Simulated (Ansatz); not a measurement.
Write the native input for Ansatz 0.2.0 that does the following.

```yaml
Task: single point
Functional: HSE06 form with a typed share of exact exchange
Potentials_or_basis: Ansatz PAW
Cutoff: "420 eV (not typed: the program's choice for these potentials)"
k_mesh: 6 × 6 × 8
Occupations: fermi-dirac, width 0.05 eV
Spin: no spin polarisation
Screening_1/Å: 0.2
Share_of_exact_exchange: 0.1
```

The system is B.

```
B
1.0
     2.34611    0.00000    0.00000
     0.00000    2.34611    0.00000
     0.00000    0.00000    1.58579
B
1
Cartesian
  1.1731 1.1731 0.7929
```

The cell was built by a generator and needn't be a form met in nature.

The input as run:

input

```
crystal:
  lattice:
    - [2.34611, 0.0, 0.0]
    - [0.0, 2.34611, 0.0]
    - [0.0, 0.0, 1.58579]
  atoms:
    - { symbol: B, position: [0.5, 0.5, 0.5] }
hamiltonian:
  xc: { exchange: pbe, correlation: pbe, exx: { coeff: 0.1, omega: 0.2 } }
  pseudopotentials: { kind: paw }
kpoints:
  mp_grid: { grid: [6, 6, 8] }
scf:
  occupations: { method: fermi_dirac, width: 0.05 }
output:
  forces: true
  stress: true
  eigenvalues: true
```

Results of the run:

```json
{"Pressure": "-0.2 GPa", "Band gap on the k mesh": "none (metal or under the smearing width)"}
```

Caveat: the k mesh is coarse (spacing up to 0.50 Å⁻¹), so the values aren't converged, least of all with exact exchange; the PAW data sets come from PBE, with cores solved anew for the run's functional, which leaves a small shift of forces and pressure; the thresholds are loose for stress.

Wall time 66 s on 1 × NVIDIA H100 80GB HBM3 with 2 threads of AMD EPYC 7R13 Processor (Zen 3), with other jobs on the host, peak memory 1.3 GiB.
